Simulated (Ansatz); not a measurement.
Runs of Ansatz 0.2.0 on WS2. The cell holds a slab with vacuum, 9 atoms: a = 3.183 Å, b = 3.183 Å, c = 28.532 Å, α = 90.00°, β = 90.00°, γ = 120.00°. 

| task | level | cell | cutoff (eV) | points for each segment of the path | gap on the mesh (eV) | relaxed volume (Å³/atom) | largest force (eV/Å) |
| --- | --- | --- | --- | --- | --- | --- | --- |
| relaxation of cell and atoms | LDA | relaxed | 420 | - | 1.17 | 25.72 | - |
| relaxation of cell and atoms | r2SCAN | relaxed | 500 | - | (c) | 27.95 | - |
| band structure | r2SCAN | as given | 500 | 10 | (a) | - | 0.04 |
| band structure | LDA | as given | 420 | 10 | 1.40 | - | 0.40 |
| band structure | PBEsol | as given | 420 | 10 | (b) | - | 0.12 |

Alike in all rows: potentials or basis Ansatz PAW; no spin polarisation; k mesh 10 × 10 × 1; smearing fermi-dirac 0.05 eV.

Task: Fill in the values left out.

Result: (a) 1.59; (b) 1.43; (c) 1.65.

Caveats: spin-orbit coupling is left out, which moves the levels of the heavy elements; the PAW data sets come from PBE, with cores solved anew for the run's functional, which leaves a small shift of forces and pressure; the k mesh misses the band edges, so the gap on the mesh is wider than the one along the path (some runs); the plane-wave basis is chosen anew once the cell has moved, so the energies of steps on either side of that aren't comparable (some runs).

A k mesh can miss the band edges, and the runs leave out spin-orbit coupling on W.

Runs at the PBE level aren't shown here.
